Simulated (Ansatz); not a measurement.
AlN:

```
Al N
1.0
     3.11300    0.00000    0.00000
    -1.55650    2.69594    0.00000
     0.00000    0.00000    4.98100
Al N
2 2
Direct
  0.66667 0.33333 0.50000
  0.33333 0.66667 0.00000
  0.66667 0.33333 0.88000
  0.33333 0.66667 0.38000
```

Program: Ansatz 0.2.0. Alike in all runs: task band structure; potentials or basis Ansatz PAW; no spin polarisation; cell as given; smearing fermi-dirac 0.05 eV.

Order these runs on this cell by their band gap on the k mesh, lowest first.
A. level rPW86-PBE; k mesh 10 × 10 × 6; cutoff (eV) 420; points for each segment of the path 14; mesh quality not flagged
B. level r2SCAN; k mesh 10 × 10 × 6; cutoff (eV) 500; points for each segment of the path 14; mesh quality not flagged
C. level revPBE0; k mesh 6 × 6 × 3; cutoff (eV) 420; points for each segment of the path 4; mesh quality coarse

A (4.38 eV), B (4.86 eV), C (6.34 eV).

Caveats: some runs use coarse meshes.

Runs at the PBE level aren't shown here.
